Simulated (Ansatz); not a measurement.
# Al (Fm-3m) in Ansatz: notebook

The runs below take Al through single point, equation of state, with rPW86-PBE.

Program: Ansatz 0.2.0. These are calculated values, not measurements. Logs are shortened: lines on timing, memory, paths and dates and some standing lists are left out, and cuts for length are marked.

**Measured values to compare with.**

From “The interpretation of polycrystalline coherent inelastic neutron scattering from aluminium”, 2013, pmc:3831299, for a bulk crystal of Al: bulk modulus 76.9 GPa.

The runs below are set against these values where they give the same quantity.

## 1. The crystal as given

Symmetry: Fm-3m, No. 225, cubic system. The conventional cell has a = 4.050 Å, b = 4.050 Å, c = 4.050 Å, α = 90.00°, β = 90.00°, γ = 90.00°. Al (site symmetry m-3m) is surrounded by 12 Al at 2.86 Å.

## 2. Single point, rPW86-PBE, 15.61 Å³/atom (volume scaled by 0.94)

Contents of input.yaml:

```yaml
crystal:
  lattice:
    - [0.0, 1.9834708509, 1.9834708509]
    - [1.9834708509, 0.0, 1.9834708509]
    - [1.9834708509, 1.9834708509, 0.0]
  atoms:
    - { symbol: Al, position: [0.0, 0.0, 0.0] }
hamiltonian:
  xc: { exchange: rpw86, correlation: pbe }
  pseudopotentials: { kind: paw }
kpoints:
  mp_grid: { grid: [11, 11, 11] }
scf:
  occupations: { method: fermi_dirac, width: 0.05 }
output:
  forces: true
  stress: true
  eigenvalues: true
```

Potentials or basis: Ansatz PAW.

On the command line:

```
$ ansatz run input.yaml --threads 2 --pin off --max-ram 5120MiB --backend cpu --events-out ev --progress --plain --runs-dir out
```

The log of the run:

```text
Warning: RAYON_NUM_THREADS=2 ignored (pool sized by the plan → 2); use --threads N
Engine: ansatz 0.2.0, aarch64-unknown-linux-gnu
Pseudopotentials: kind: paw
Pseudopotential: Al, paw, valence charge 3, recommended cutoff 420 eV (normal), Al.paw.azcp
Functional definition: unnamed
  exchange = rpw86_x
  correlation = pbe_c
Crystal: 1 atoms, lattice volume = 15.607 Å³
Basis set: ecut = 420 eV, 307 PW (Γ), exchange–correlation on 40×40×40 points (8 copies of the dense FFT grid, shifted against one another)
Bands: 6, of which v1, the nominal top of the filled ones, is band 2 counted from 1 (1 counted from 0)
Symmetry: 48 space group operations
Space group: Fm-3m (ITA 225), of the structure as read, at distance tolerance 2.5e-5 Å
k-points: 56 of 1331
Non-local potential: Al, projectors of the file, l = 0: 2, l = 1: 2, l = 2: 1
PAW form: soft (Blöchl's): semilocal exchange-correlation on the pseudo side does not see the compensation charge
PAW frozen core: Al, regenerated for the run's functional, and the local potential with it (the file was generated under x = pbe(κ = 0.804, μ = 0.2195149727645171), c = pbe(β = 0.06672455060314922))
PAW one-centre angular grid: Al, 110 points (default); XC on 64 Gauss nodes
Initial density: superposition of atomic densities (neutral atoms: chi_scale 0, normalization atom), corrected by the library's trained network
Initial wavefunctions: pseudopotential atomic-orbital guess
Functional: x = rpw86, c = pbe(β = 0.06672455060314922)
SCF iter   1: F=—  HF=-548.251253 eV  |F-HF|=—  |Δ(HF+E_count)|=         —  Δρ=1.62e-3  dr2=3.17e-4  ethr=1.77e-3  ⟨swp⟩=4.9  Hψ=2956  notcnv=0
preconditioner: auto → none  [metal: Δε(μ)=0.078 eV  Ē_g=13.678 eV  σ=0.050 eV  W_gap=0.37  n_scr=0 (ndim 8)  ℏωp=16.3 eV  f_vac=0.000  D(μ)=0.50/eV (n_scr^D=0)]
SCF iter   2: F=—  HF=-548.251126 eV  |F-HF|=—  |Δ(HF+E_count)|=   1.27e-4  Δρ=7.86e-4  dr2=6.95e-5  ethr=1.06e-5  ⟨swp⟩=1.1  Hψ=791  notcnv=0  defer=2
SCF iter   3: F=—  HF=-548.251151 eV  |F-HF|=—  |Δ(HF+E_count)|=   2.50e-5  Δρ=4.63e-5  dr2=1.98e-7  ethr=2.32e-6  ⟨swp⟩=2.0  Hψ=395  notcnv=0  defer=2
iter 4 did not close the SCF: its close was put off for the readings that it lacked (scf_convergence_deferred on its scf_iter line)
SCF iter   4: F=-548.251151 eV  HF=-548.251151 eV  |F-HF|=1.70e-9  |Δ(HF+E_count)|=   1.41e-7  Δρ=5.26e-6  dr2=3.55e-9  ethr=6.60e-9  ⟨swp⟩=2.0  Hψ=386  notcnv=0  defer=2
iter 5 did not close the SCF: its close was put off for the readings that it lacked (scf_convergence_deferred on its scf_iter line)
SCF iter   5: F=-548.251151 eV  HF=-548.251151 eV  |F-HF|=2.76e-11  |Δ(HF+E_count)|=   1.93e-9  Δρ=5.73e-7  dr2=4.25e-11  ethr=1.18e-10  ⟨swp⟩=2.0  Hψ=394  notcnv=0  defer=2
SCF iter   6: F=-548.251151 eV  HF=-548.251151 eV  |F-HF|=1.14e-13  |Δ(HF+E_count)|=  3.05e-11  Δρ=1.40e-8  dr2=2.21e-14  ethr=1.42e-12  ⟨swp⟩=2.2  Hψ=1188  notcnv=0
the search or the solves at the SCF's close seem to have found levels that the self-consistency loop had missed (the run counts 1). By its estimate they hold under 1e-12 electrons; where the run keeps them, the occupations were computed again with them
SCF 1 converged in 6 iterations: F = -548.251151 eV  dr2 = 2.21e-14
SCF converged after 6 iterations
Free energy (F): -548.251151 eV
Harris-Foulkes:  -548.251151 eV  (|F-HF|=1.14e-13)
Internal energy: -548.247366 eV  (E = F + TS)
E sigma→0 (E₀):  -548.249259 eV
Entropy (-TS):   -0.003785 eV (-3.785 meV/atom)
Fermi energy:    8.512818 eV
--- Per-component energies (eV) ---
  E_band       = 11.817926
  E_kinetic    = 23.520465
  E_local      = 10.607766  (includes V_loc(G=0)·N_el)
  E_nonlocal   = 10.769814
  E_hartree    = 0.108582
  E_xc         = -40.444445
  E_vxc        = -29.265175  (∫ρ·V_xc dr)
  E_paw        = -477.933984  (= ΣΔE_a)
  E_vpaw       = -4.032103  (= ΣTr[D̂ρ^β])
  E_aug_tail   = -0.000004  (compensation charges beyond the density's cutoff)
  E_ewald      = -74.891887
  E_core_change = 0.016327  (= ΣΔE_core)
  E_smearing   = -0.003785  (= −TS)
  E_closure    = 0.000000  (closes the sum)
  Σ components = -548.251151   (vs F -548.251151, Δ=0.00e0)
--- Forces (eV/Å), atoms counted from 1 ---
  atom   1  Al    -0.00000000    -0.00000000     0.00000000
  max |Σ_I F_I| component: 3.29e-32 eV/Å
--- Stress (GPa, compression-positive) ---
        4.855941       0.000000       0.000000
        0.000000       4.855941       0.000000
        0.000000       0.000000       4.855941
  P = ⅓ Tr σ = 4.8559 GPa (48.559 kbar)
--- Band table (eV; the first three rows and the last of 56) ---
  k-point 0: bands = ["-2.9997", "21.3323", "21.3323", "21.3323", "23.3378", "23.3378"]
  k-point 1: bands = ["-2.7668", "18.4762", "20.7968", "20.7968", "23.8569", "24.2275"]
  k-point 2: bands = ["-2.0706", "14.7379", "20.1084", "20.1084", "23.5558", "24.9545"]
  k-point 55: bands = ["7.0491", "7.3196", "8.8094", "10.8771", "22.8642", "25.8878"]
```

It took 0.5 s on 2 threads of Arm Neoverse V1, shared host; peak memory 0.24 GiB.

What came out:

```yaml
Free_energy: -548.2512 eV
Pressure: 4.9 GPa
Band_gap_on_the_k_mesh: none (metal or under the smearing width)
```

Caveat: the PAW data sets come from PBE, with cores solved anew for the run's functional, which leaves a small shift of forces and pressure.

## 3. Single point, rPW86-PBE, 15.94 Å³/atom (volume scaled by 0.96)

input.yaml, as its differences from that of step 2:

```diff
@@ -2,5 +2,5 @@
   lattice:
-    - [0.0, 1.9834708509, 1.9834708509]
-    - [1.9834708509, 0.0, 1.9834708509]
-    - [1.9834708509, 1.9834708509, 0.0]
+    - [0.0, 1.9974394157, 1.9974394157]
+    - [1.9974394157, 0.0, 1.9974394157]
+    - [1.9974394157, 1.9974394157, 0.0]
   atoms:
```

Potentials or basis: Ansatz PAW.

On the command line:

```
$ ansatz run input.yaml --threads 2 --pin off --max-ram 5120MiB --backend cpu --events-out ev --progress --plain --runs-dir out
```

Run time: 0.48 s. Hardware: 2 threads of Arm Neoverse V1, shared host; peak memory 0.24 GiB.

Results (log left out):

```
Free energy            : -548.2591 eV
Pressure               : 2.9 GPa
Band gap on the k mesh : none (metal or under the smearing width)
```

Caveat: the PAW data sets come from PBE, with cores solved anew for the run's functional, which leaves a small shift of forces and pressure.

## 4. Single point, rPW86-PBE, 16.27 Å³/atom (volume scaled by 0.98)

input.yaml, as its differences from that of step 3:

```diff
@@ -2,5 +2,5 @@
   lattice:
-    - [0.0, 1.9974394157, 1.9974394157]
-    - [1.9974394157, 0.0, 1.9974394157]
-    - [1.9974394157, 1.9974394157, 0.0]
+    - [0.0, 2.0112152952, 2.0112152952]
+    - [2.0112152952, 0.0, 2.0112152952]
+    - [2.0112152952, 2.0112152952, 0.0]
   atoms:
@@ -18 +18,5 @@
   eigenvalues: true
+  write_density: true
+  write_potential: true
+  elf: true
+  volumetric_format: npy
```

On the command line:

```
$ ansatz run input.yaml --threads 2 --pin off --max-ram 5120MiB --backend cpu --events-out ev --progress --plain --runs-dir out
```

Wall time 0.49 s (2 threads of Arm Neoverse V1, shared host); peak memory 0.24 GiB.

It converged, with:

| Property | Result |
| --- | --- |
| Free energy | -548.2632 eV |
| Pressure | 1.1 GPa |
| Band gap on the k mesh | none (metal or under the smearing width) |

Caveat: the PAW data sets come from PBE, with cores solved anew for the run's functional, which leaves a small shift of forces and pressure.

## 5. Single point, rPW86-PBE, 16.60 Å³/atom

Contents of input.yaml:

```yaml
crystal:
  lattice:
    - [0.0, 2.024805, 2.024805]
    - [2.024805, 0.0, 2.024805]
    - [2.024805, 2.024805, 0.0]
  atoms:
    - { symbol: Al, position: [0.0, 0.0, 0.0] }
hamiltonian:
  xc: { exchange: rpw86, correlation: pbe }
  pseudopotentials: { kind: paw }
kpoints:
  mp_grid: { grid: [11, 11, 11] }
scf:
  occupations: { method: fermi_dirac, width: 0.05 }
output:
  forces: true
  stress: true
  eigenvalues: true
```

On the command line:

```
$ ansatz run input.yaml --threads 2 --pin off --max-ram 5120MiB --backend cpu --events-out ev --progress --plain --runs-dir out
```

Run time: 0.41 s. Hardware: 2 threads of Arm Neoverse V1, shared host; peak memory 0.24 GiB.

Results (log left out):

| Property | Result |
| --- | --- |
| Free energy | -548.2638 eV |
| Pressure | -0.5 GPa |
| Band gap on the k mesh | none (metal or under the smearing width) |

Caveat: the PAW data sets come from PBE, with cores solved anew for the run's functional, which leaves a small shift of forces and pressure.

## 6. Single point, rPW86-PBE, 16.93 Å³/atom (volume scaled by 1.02)

input.yaml, as its differences from that of step 5:

```diff
@@ -2,5 +2,5 @@
   lattice:
-    - [0.0, 2.024805, 2.024805]
-    - [2.024805, 0.0, 2.024805]
-    - [2.024805, 2.024805, 0.0]
+    - [0.0, 2.0382146954, 2.0382146954]
+    - [2.0382146954, 0.0, 2.0382146954]
+    - [2.0382146954, 2.0382146954, 0.0]
   atoms:
```

Potentials or basis: Ansatz PAW.

On the command line:

```
$ ansatz run input.yaml --threads 2 --pin off --max-ram 5120MiB --backend cpu --events-out ev --progress --plain --runs-dir out
```

It took 0.41 s on 2 threads of Arm Neoverse V1, shared host; peak memory 0.24 GiB.

The run converged. Its results:

```
Free energy            : -548.2613 eV
Pressure               : -1.9 GPa
Band gap on the k mesh : none (metal or under the smearing width)
```

Caveat: the PAW data sets come from PBE, with cores solved anew for the run's functional, which leaves a small shift of forces and pressure.

## 7. Single point, rPW86-PBE, 17.27 Å³/atom (volume scaled by 1.04)

input.yaml, as its differences from that of step 6:

```diff
@@ -2,5 +2,5 @@
   lattice:
-    - [0.0, 2.0382146954, 2.0382146954]
-    - [2.0382146954, 0.0, 2.0382146954]
-    - [2.0382146954, 2.0382146954, 0.0]
+    - [0.0, 2.0514502267, 2.0514502267]
+    - [2.0514502267, 0.0, 2.0514502267]
+    - [2.0514502267, 2.0514502267, 0.0]
   atoms:
```

On the command line:

```
$ ansatz run input.yaml --threads 2 --pin off --max-ram 5120MiB --backend cpu --events-out ev --progress --plain --runs-dir out
```

Wall time 0.41 s (2 threads of Arm Neoverse V1, shared host); peak memory 0.24 GiB.

Results (log left out):

* Free energy: -548.2560 eV
* Pressure: -3.2 GPa
* Band gap on the k mesh: none (metal or under the smearing width)

Caveat: the PAW data sets come from PBE, with cores solved anew for the run's functional, which leaves a small shift of forces and pressure.

## 8. Single point, rPW86-PBE, 17.60 Å³/atom (volume scaled by 1.06)

input.yaml, as its differences from that of step 7:

```diff
@@ -2,5 +2,5 @@
   lattice:
-    - [0.0, 2.0514502267, 2.0514502267]
-    - [2.0514502267, 0.0, 2.0514502267]
-    - [2.0514502267, 2.0514502267, 0.0]
+    - [0.0, 2.0645171409, 2.0645171409]
+    - [2.0645171409, 0.0, 2.0645171409]
+    - [2.0645171409, 2.0645171409, 0.0]
   atoms:
@@ -18 +18,5 @@
   eigenvalues: true
+  write_density: true
+  write_potential: true
+  elf: true
+  volumetric_format: npy
```

On the command line:

```
$ ansatz run input.yaml --threads 2 --pin off --max-ram 5120MiB --backend cpu --events-out ev --progress --plain --runs-dir out
```

It took 0.49 s on 2 threads of Arm Neoverse V1, shared host; peak memory 0.24 GiB.

The run converged. Its results:

| Item | Value |
| --- | --- |
| Free energy | -548.2482 eV |
| Pressure | -4.3 GPa |
| Band gap on the k mesh | none (metal or under the smearing width) |

Caveat: the PAW data sets come from PBE, with cores solved anew for the run's functional, which leaves a small shift of forces and pressure.

## 9. Equation of state, rPW86-PBE

Potentials or basis: Ansatz PAW.

This step only gathers the single runs of the series.

Results:

| Item | Value |
| --- | --- |
| Equilibrium volume | 16.49 Å³/atom |
| Bulk modulus | 77 GPa |
| Pressure derivative of the bulk modulus | 4.7 |

Energy against volume, from the lowest point:
```tsv
volume (Å³/atom)	energy (meV/atom)
15.607	12.64
15.939	4.68
16.271	0.60
16.603	0.00
16.935	2.54
17.267	7.82
17.599	15.55
```

Caveat: the potentials were made for another functional, which shifts forces and pressure.

## 10. Comparison with measurements

Step 9. Measured bulk modulus of Al: 76.9 GPa (quoted in “The interpretation of polycrystalline coherent inelastic neutron scattering from aluminium”, 2013, pmc:3831299). This calculation gives 77 GPa (+0.3 %). The fit is for a static lattice scaled at fixed shape and fixed fractional positions. The cell as given is a measured one (16.60 Å³/atom); rPW86-PBE puts the equilibrium volume -0.6 % from it, thermal expansion not counted.
